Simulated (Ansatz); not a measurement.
Crystal: TePt.

```
CELL_PARAMETERS angstrom
3.95488 0.00000 0.00000
-1.97744 3.42502 0.00000
0.00000 0.00000 3.85976
ATOMIC_POSITIONS crystal
Pt 0.00000 0.00000 0.00000
Te 0.66667 0.33333 0.50000
```

Measurements of this composition are mostly on another form, of space group No. 166.

```yaml
Program: Ansatz 0.2.0
Task: relaxation of cell and atoms
Functional: r2SCAN
Dispersion: D3(BJ)-ATM
Potentials_or_basis: Ansatz PAW
Cutoff: "500 eV (not typed: the program's choice for these potentials)"
k_mesh: 8 × 8 × 7
Occupations: fermi-dirac, width 0.05 eV
Spin: no spin polarisation
```

At the start: volume 26.14 Å³/atom.

**Question.** Where does the relaxation end?

**Answer.** It ends after 7 steps and the volume is 21.93 Å³/atom (-16.1 %); space group P-6m2 (No. 187, to 0.05 Å).

The path:
```tsv
step	energy change (eV)	largest force (eV/Å)	volume (Å³)
1	0.0000	0.0000	52.28
2	-0.4199	0.0000	46.42
3	-0.4689	0.0000	42.14
4	-0.4935	0.0000	43.98
5	-0.4943	0.0000	43.87
6	-0.4943	0.0000	43.87
7	-0.4932	0.0000	43.87
```

Final structure:
```
Pt Te
1.0
     3.81609    0.00000    0.00000
    -1.90805    3.30483    0.00000
     0.00000    0.00000    3.47833
Pt Te
1 1
Direct
  0.00000 0.00000 0.00000
  0.66667 0.33333 0.50000
```

Caveat: the volume moved by over 15 % at a fixed basis, so the end points are rough; the plane-wave basis is chosen anew once the cell has moved, so the energies of steps on either side of that aren't comparable; pairwise dispersion overbinds metals, which lowers pressure and volume; the PAW data sets come from PBE, with cores solved anew for the run's functional, which leaves a small shift of forces and pressure.
